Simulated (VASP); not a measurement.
Input:

```xyz
3
Lattice="0.0000 2.2923 2.2923 2.2923 0.0000 2.2923 2.2923 2.2923 0.0000" Properties=species:S:1:pos:R:3 pbc="T T T"
Li     1.1461     1.1461     1.1461
Li     3.4384     3.4384     3.4384
O      0.0000     0.0000     0.0000
```

All values below come from PBEsol GGA, VASP's PBE PAW potentials (set 64) (plane waves; VASP 6.6.1). Run with 520 eV cut-off, 13×13×13 Γ-centred mesh, Gaussian smearing of 0.010 eV, potentials Li_sv O.

Task: Give the direction-averaged independent-particle dielectric function (no local fields, no excitons; a broadening of 0.1 eV leaves a tail below the gap, and fine structure carries the noise of the k-mesh).

Result: 
```tsv
ħω (eV)	ε₁	ε₂
0.00	3.02	0.00
0.70	3.03	0.00
1.50	3.07	0.00
2.20	3.14	0.00
3.00	3.27	0.00
3.70	3.45	0.00
4.50	3.79	0.00
5.20	4.43	0.01
6.00	5.15	2.01
6.70	5.46	4.33
7.50	2.56	3.68
8.20	1.40	4.98
9.00	-0.10	3.13
9.70	1.00	0.18
10.50	2.99	0.15
11.20	2.48	3.69
12.00	1.95	2.77
12.70	1.83	4.72
13.50	-0.12	3.12
14.20	-0.62	1.43
15.00	-0.35	1.21
15.70	-0.07	1.54
16.50	0.05	0.87
17.30	0.49	1.14
```
ε₂ peaks at 6.6 eV (height 5.9), 7.3 eV (height 6.6), 7.9 eV (height 5.1), 8.5 eV (height 7.1), 13.0 eV (height 5.0); ε₁(0) averages 3.02, so the electronic refractive index below the gap tends to √3.02 = 1.74.

The compound is Li2O in the antifluorite structure. It was relaxed first.
